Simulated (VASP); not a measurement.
# InSb (F-43m) in VASP: band structure with PBE

Aim: the band structure of InSb with PBE.

All numbers are computed with VASP 6.6.1; they aren't measurements. Logs are shortened: lines on timing, memory, paths and dates and some standing lists are left out, and cuts for length are marked.

**The experiment to reproduce.**

“Electronic Structure and Epitaxy of CdTe Shells on InSb Nanowires”, 2021, arxiv:2111.05126 quotes, for a bulk crystal of InSb: band gap 0.24 eV.

The runs below are set against these values where they give the same quantity.

### Step 1. The crystal as given

It takes space group F-43m (No. 216, cubic). Conventional cell: a = 6.478 Å, b = 6.478 Å, c = 6.478 Å, α = 90.00°, β = 90.00°, γ = 90.00°. Around In (site symmetry -43m) lie 4 Sb at 2.81 Å. Around Sb (site symmetry -43m) lie 4 In at 2.81 Å.

### Step 2. Band structure, PBE

The input, POSCAR:

```
InSb
1.0
    0.0000000000      3.2391000000      3.2391000000
    3.2391000000      0.0000000000      3.2391000000
    3.2391000000      3.2391000000      0.0000000000
In Sb
1 1
Direct
    0.0000000000      0.0000000000      0.0000000000
    0.2500000000      0.2500000000      0.2500000000
```

The input, INCAR.step1:

```
  ALGO = Normal
  EDIFF = 1E-6
  ENCUT = 520
  GGA = PE
  ISIF = 2
  ISMEAR = 0
  LASPH = T
  LCHARG = T
  LREAL = F
  LWAVE = F
  NELM = 80
  PREC = Accurate
  SIGMA = 0.02
```

The input, KPOINTS.step1:

```
k-points
0
Gamma
  8 8 8
```

The input, INCAR.step2:

```
  ALGO = Normal
  EDIFF = 1E-6
  ENCUT = 520
  GGA = PE
  ICHARG = 11
  ISIF = 2
  ISMEAR = 0
  LASPH = T
  LCHARG = F
  LREAL = F
  LWAVE = F
  NELM = 80
  PREC = Accurate
  SIGMA = 0.05
```

The input, KPOINTS.step2:

```
path GXWKGLUWLK,UX
20
line-mode
reciprocal
 0.0000000000  0.0000000000  0.0000000000  G
 0.5000000000  0.0000000000  0.5000000000  X

 0.5000000000  0.0000000000  0.5000000000  X
 0.5000000000  0.2500000000  0.7500000000  W

 0.5000000000  0.2500000000  0.7500000000  W
 0.3750000000  0.3750000000  0.7500000000  K

 0.3750000000  0.3750000000  0.7500000000  K
 0.0000000000  0.0000000000  0.0000000000  G

 0.0000000000  0.0000000000  0.0000000000  G
 0.5000000000  0.5000000000  0.5000000000  L

 0.5000000000  0.5000000000  0.5000000000  L
 0.6250000000  0.2500000000  0.6250000000  U

 0.6250000000  0.2500000000  0.6250000000  U
 0.5000000000  0.2500000000  0.7500000000  W

 0.5000000000  0.2500000000  0.7500000000  W
 0.5000000000  0.5000000000  0.5000000000  L

 0.5000000000  0.5000000000  0.5000000000  L
 0.3750000000  0.3750000000  0.7500000000  K

 0.6250000000  0.2500000000  0.6250000000  U
 0.5000000000  0.0000000000  0.5000000000  X
```

Potentials or basis: VASP PAW PBE potentials, release 64 (In_d, Sb).

On the command line:

```console
> cat potpaw_PBE.64/In_d/POTCAR potpaw_PBE.64/Sb/POTCAR > POTCAR
> cp INCAR.step1 INCAR
> cp KPOINTS.step1 KPOINTS
> mpirun -np 1 vasp_std > vasp.out
> cp INCAR.step2 INCAR
> cp KPOINTS.step2 KPOINTS
> mpirun -np 1 vasp_std > vasp.out
```

OUTCAR:

```text
EDIFF = 1E-6
   ENCUT = 520
   GGA = PE
   ICHARG = 11
   ISIF = 2
   ISMEAR = 0
   LASPH = T
   LREAL = F
   NELM = 80
   PREC = Accurate

 ion  position               nearest neighbor table
   1  0.000  0.000  0.000-   2 2.81   2 2.81   2 2.81   2 2.81
   2  0.250  0.250  0.250-   1 2.81   1 2.81   1 2.81   1 2.81

  LATTYP: Found a face centered cubic cell.
 ALAT       =     6.4782000000

  Lattice vectors:

 A1 = (   0.0000000000,   3.2391000000,   3.2391000000)
 A2 = (   3.2391000000,   0.0000000000,   3.2391000000)
 A3 = (   3.2391000000,   3.2391000000,   0.0000000000)

Analysis of symmetry for initial positions (statically):
=====================================================================
 Subroutine PRICEL returns:
 Original cell was already a primitive cell.

 Routine SETGRP: Setting up the symmetry group for a
 face centered cubic supercell.

 Subroutine GETGRP returns: Found 24 space group operations
 (whereof 24 operations were pure point group operations)
 out of a pool of 48 trial point group operations.

The static configuration has the point symmetry T_d .

Analysis of symmetry for dynamics (positions and initial velocities):
=====================================================================
 Subroutine PRICEL returns:
 Original cell was already a primitive cell.

 Routine SETGRP: Setting up the symmetry group for a
 face centered cubic supercell.

 Subroutine GETGRP returns: Found 24 space group operations
 (whereof 24 operations were pure point group operations)
 out of a pool of 48 trial point group operations.

The dynamic configuration has the point symmetry T_d .

 Subroutine INISYM returns: Found 24 space group operations
 (whereof 24 operations are pure point group operations),
 and found     1 'primitive' translations

----------------------------------------------------------------------------------------

                                     Primitive cell

  volume of cell :      67.9678

  direct lattice vectors                    reciprocal lattice vectors
     0.000000000  3.239100000  3.239100000    -0.154363867  0.154363867  0.154363867
     3.239100000  0.000000000  3.239100000     0.154363867 -0.154363867  0.154363867
     3.239100000  3.239100000  0.000000000     0.154363867  0.154363867 -0.154363867

  length of vectors
     4.580779150  4.580779150  4.580779150     0.267366060  0.267366060  0.267366060

  position of ions in fractional coordinates (direct lattice)
     0.000000000  0.000000000  0.000000000
     0.250000000  0.250000000  0.250000000

  ion indices of the primitive-cell ions
   primitive index   ion index
                 1           1
                 2           2

----------------------------------------------------------------------------------------

 KPOINTS: path GXWKGLUWLK,UX

Interpolating k-points between supplied coordinates.

 Line segments in fractional coordinates (reciprocal lattice):
    0.000000  0.000000  0.000000  ...  0.500000  0.000000  0.500000
    0.500000  0.000000  0.500000  ...  0.500000  0.250000  0.750000
    0.500000  0.250000  0.750000  ...  0.375000  0.375000  0.750000
    0.375000  0.375000  0.750000  ...  0.000000  0.000000  0.000000
    0.000000  0.000000  0.000000  ...  0.500000  0.500000  0.500000
    0.500000  0.500000  0.500000  ...  0.625000  0.250000  0.625000
    0.625000  0.250000  0.625000  ...  0.500000  0.250000  0.750000
    0.500000  0.250000  0.750000  ...  0.500000  0.500000  0.500000
    0.500000  0.500000  0.500000  ...  0.375000  0.375000  0.750000
    0.625000  0.250000  0.625000  ...  0.500000  0.000000  0.500000

 Generated    20 points on each line segment, for a total of    200 k-points:

 Following reciprocal coordinates:
            Coordinates               Weight
  0.000000  0.000000  0.000000      0.005000
  0.026316  0.000000  0.026316      0.005000
  0.052632  0.000000  0.052632      0.005000
  0.078947  0.000000  0.078947      0.005000
  0.105263  0.000000  0.105263      0.005000
  0.131579  0.000000  0.131579      0.005000
[... 16 lines left out ...]
  0.500000  0.026316  0.526316      0.005000
  0.500000  0.039474  0.539474      0.005000
 [... further k-points ...]
   k-points           NKPTS =    200   k-points in BZ     NKDIM =    200   number of bands    NBANDS=     13
   number of dos      NEDOS =    301   number of ions     NIONS =      2
   total plane-waves  NPLWV =  46656
   dimension x,y,z NGX =    36 NGY =   36 NGZ =   36
   dimension x,y,z NGXF=    72 NGYF=   72 NGZF=   72
   ions per type =               1   1
   NGX,Y,Z   is equivalent  to a cutoff of  13.07, 13.07, 13.07 a.u.
   NGXF,Y,Z  is equivalent  to a cutoff of  26.13, 26.13, 26.13 a.u.
 SYSTEM =  unknown system
   PREC   = accura    normal or accurate (medium, high low for compatibility)
   ISTART =      0    job   : 0-new  1-cont  2-samecut
   ICHARG =     11    charge: 1-file 2-atom 10-const
   ISPIN  =      1    spin polarized calculation?
   LNONCOLLINEAR =      F non collinear calculations
   LSORBIT =      F    spin-orbit coupling
   LASPH  =      T    aspherical Exc in radial PAW
   ENCUT  =  520.0 eV  38.22 Ry    6.18 a.u.   8.52  8.52  8.52*2*pi/ulx,y,z
   NELM   =     80;   NELMIN=  2; NELMDL=  0     # of ELM steps
   EDIFF  = 0.1E-05   stopping-criterion for ELM
   LREAL  =      F    real-space projection
   EDIFFG = 0.1E-04   stopping-criterion for IOM
   NSW    =      0    number of steps for IOM
   IBRION =     -1    ionic relax: 0-MD 1-quasi-New 2-CG
   NFREE  =      0    steps in history (QN), initial steepest desc. (CG)
   ISIF   =      2    stress and relaxation
   ISYM   =      2    0-nonsym 1-usesym 2-fastsym
   POTIM  = 0.5000    time-step for ionic-motion
   TEBEG  =    0.0;   TEEND  =   0.0 temperature during run
   PSTRESS=    0.0 pullay stress
   NELECT =      18.0000    total number of electrons
   NUPDOWN=      -1.0000    fix difference up-down
   EMIN   =  10.00;   EMAX   =-10.00  energy-range for DOS
   EFERMI =   0.00;   METHOD = LEGACY
   ISMEAR =     0;   SIGMA  =   0.05  broadening in eV -4-tet -1-fermi 0-gaus
   EFERMI_NEDOS =   21; number of points for ismear=-14 and -15
   IALGO  =     38    algorithm
   IMIX   =      4    mixing-type and parameters
     AMIX     =   0.40;   BMIX     =  1.00
     AMIX_MAG =   1.60;   BMIX_MAG =  1.00
  volume/ion in A,a.u.               =      33.98       229.33
  Fermi-wavevector in a.u.,A,eV,Ry     =   1.051311  1.986690 15.037912  1.105255
  Thomas-Fermi vector in A             =   2.186349
   LORBIT       =      0    0 simple, 1 ext, 2 COOP (PROOUT), +10 PAW based schemes
   GGA     = PE    functional components
   LHFCALC =     F    Hartree Fock is set to
   AEXX    =    0.0000 exact exchange contribution
   IVDW    =     0    specifies the selected vdW correction
   LEPSILON=     F    determine dielectric tensor
   LRPA    =     F    only Hartree local field effects (RPA)
 non-spin polarized calculation
 Gauss-broadening in eV      SIGMA  =   0.05
  energy-cutoff  :      520.00
  volume of cell :       67.97
 maximum number of plane-waves:      1853
 NGX is ok and might be reduce to    36

 number of electron      17.9999993 magnetization

 Free energy of the ion-electron system (eV)
  ---------------------------------------------------
  ext. energy  EPLUGINS =         0.00000000
  ---------------------------------------------------
  free energy    TOTEN  =        -7.04969203 eV

  energy without entropy =       -7.04820388  energy(sigma->0) =       -7.04894796

 E-fermi :   5.1355     XC(G=0):  -8.6865

 val. band max:        5.1107404151   @ k =   0.0000   0.0000   0.0000
 cond. band min:       5.3444690134   @ k =   0.0263   0.0263   0.0263
 fundamental gap:      0.2337285983
 Fermi energy:         5.1354599049

 k-point     1 :       0.0000    0.0000    0.0000
  band No.  band energies     occupation
      1      -9.4976      2.00000
      2      -9.4976      2.00000
      3      -9.4976      2.00000
      4      -9.4112      2.00000
      5      -9.4112      2.00000
      6      -5.6092      2.00000
      7       4.9234      2.00000
      8       5.1107      1.51556
      9       5.1107      1.51556
     10       5.1107      1.51556
     11       8.0703      0.00000
     12       8.0703      0.00000
     13       8.0703      0.00000

 k-point     2 :       0.0263    0.0000    0.0263
  band No.  band energies     occupation
      1      -9.4982      2.00000
      2      -9.4973      2.00000
      3      -9.4973      2.00000
      4      -9.4113      2.00000
      5      -9.4111      2.00000
      6      -5.6007      2.00000
      7       4.6180      2.00000
      8       5.0786      1.89208
      9       5.0786      1.89208
     10       5.4130      0.00000
     11       8.0373      0.00000
     12       8.1129      0.00000
     13       8.1129      0.00000

 k-point     3 :       0.0526    0.0000    0.0526
  band No.  band energies     occupation
      1      -9.5001      2.00000
      2      -9.4965      2.00000
      3      -9.4965      2.00000
      4      -9.4116      2.00000
      5      -9.4109      2.00000
      6      -5.5753      2.00000
      7       4.2351      2.00000
      8       4.9878      1.99997
      9       4.9878      1.99997
     10       5.7850      0.00000
     11       7.9464      0.00000
     12       8.2351      0.00000
     13       8.2351      0.00000
[... 305 lines left out ...]
 k-point    23 :       0.5000    0.0263    0.5263
  band No.  band energies     occupation
      1      -9.5775      2.00000
      2      -9.4538      2.00000
      3      -9.4535      2.00000
      4      -9.4305      2.00000
      5      -9.4022      2.00000
      6      -3.6293      2.00000
      7      -0.8037      2.00000
      8       2.8268      2.00000
      9       2.8309      2.00000
     10       6.4828      0.00000
     11       6.4988      0.00000
     12      13.1615      0.00000
     13      13.1653      0.00000

 k-point    24 :       0.5000    0.0395    0.5395
  band No.  band energies     occupation
      1      -9.5771      2.00000
      2      -9.4543      2.00000
      3      -9.4536      2.00000
      4      -9.4302      2.00000
      5      -9.4024      2.00000
      6      -3.6281      2.00000
      7      -0.8003      2.00000
      8       2.8032      2.00000
      9       2.8122      2.00000
     10       6.5346      0.00000
     11       6.5495      0.00000
     12      13.0418      0.00000
     13      13.0437      0.00000

 [... further k-points ...]
[... 5 lines left out ...]
  --------------------------------------------------------------------------------------
  -------------------------------------------------------------------------------------
  Total        1.2145448      1.2145448      1.2145448     -0.0000000     -0.0000000      0.0000000
  in kB       28.6299811     28.6299811     28.6299811     -0.0000000     -0.0000000      0.0000000
  external PRESSURE =      28.6299811 kB  Pullay stress =       0.0000000 kB

 VOLUME and BASIS-vectors are now :
 -----------------------------------------------------------------------------
  energy-cutoff  :      520.00
  volume of cell :       67.97
      direct lattice vectors                 reciprocal lattice vectors
     0.000000000  3.239100000  3.239100000    -0.154363867  0.154363867  0.154363867
     3.239100000  0.000000000  3.239100000     0.154363867 -0.154363867  0.154363867
     3.239100000  3.239100000  0.000000000     0.154363867  0.154363867 -0.154363867

 POSITION                                       TOTAL-FORCE (eV/Angst)
 -----------------------------------------------------------------------------------
      0.00000      0.00000      0.00000         0.000000      0.000000      0.000000
      1.61955      1.61955      1.61955        -0.000000     -0.000000     -0.000000
 -----------------------------------------------------------------------------------
    total drift:                               -0.000000     -0.000000     -0.000000

  FREE ENERGIE OF THE ION-ELECTRON SYSTEM (eV)
  ---------------------------------------------------
  free  energy   TOTEN  =        -7.0496920269 eV

  energy  without entropy=       -7.0482038842  energy(sigma->0) =       -7.04894796
```

It took 1.7 min on 1 thread of Intel Xeon Platinum 8259CL at 2.50GHz (Skylake/Cascade Lake), shared host; peak memory 0.35 GiB.

Results:

```
Band gap along the path : none (metal or under the smearing width)
```

Levels at the corners of the path, in eV from the Fermi level:
| point | band 7 | band 8 | band 9 | band 10 | band 11 | band 12 |
| --- | --- | --- | --- | --- | --- | --- |
| Γ | -0.19 | -0.01 | -0.01 | -0.01 | 2.95 | 2.95 |
| X | -5.92 | -2.27 | -2.27 | 1.32 | 1.34 | 8.15 |
| X | -5.92 | -2.27 | -2.27 | 1.32 | 1.34 | 8.15 |
| W | -5.81 | -2.87 | -2.74 | 3.50 | 3.98 | 4.23 |
| W | -5.81 | -2.87 | -2.74 | 3.50 | 3.98 | 4.23 |
| K | -5.79 | -3.13 | -1.93 | 1.61 | 3.69 | 6.26 |
| K | -5.79 | -3.13 | -1.93 | 1.61 | 3.69 | 6.26 |
| Γ | -0.19 | -0.01 | -0.01 | -0.01 | 2.95 | 2.95 |
| Γ | -0.19 | -0.01 | -0.01 | -0.01 | 2.95 | 2.95 |
| L | -5.63 | -1.01 | -1.01 | 0.53 | 3.81 | 3.81 |
| L | -5.63 | -1.01 | -1.01 | 0.53 | 3.81 | 3.81 |
| U | -5.79 | -3.13 | -1.93 | 1.61 | 3.69 | 6.26 |
| U | -5.79 | -3.13 | -1.93 | 1.61 | 3.69 | 6.26 |
| W | -5.81 | -2.87 | -2.74 | 3.50 | 3.98 | 4.23 |
| W | -5.81 | -2.87 | -2.74 | 3.50 | 3.98 | 4.23 |
| L | -5.63 | -1.01 | -1.01 | 0.53 | 3.81 | 3.81 |
| L | -5.63 | -1.01 | -1.01 | 0.53 | 3.81 | 3.81 |
| K | -5.79 | -3.13 | -1.93 | 1.61 | 3.69 | 6.26 |
| U | -5.79 | -3.13 | -1.93 | 1.61 | 3.69 | 6.26 |
| X | -5.92 | -2.27 | -2.27 | 1.32 | 1.34 | 8.15 |

Caveat: the log is that of the step along the path at fixed density, whose energy, stress, charges and moments have no meaning; spin-orbit coupling is left out, which moves the levels of the heavy elements; this crystal is a semiconductor, whose small gap the functional closes, so the metal is an error of the method.

### Step 3. Against experiment

Step 2. A measured gap of InSb is 0.24 eV (quoted in “Electronic Structure and Epitaxy of CdTe Shells on InSb Nanowires”, 2021, arxiv:2111.05126); the calculated 0.00 eV misses it by -0.24 eV. Spin-orbit coupling on In, Sb is left out. The value is that of PBE, without temperature or zero-point motion. Semilocal functionals fall short of measured gaps as a rule.
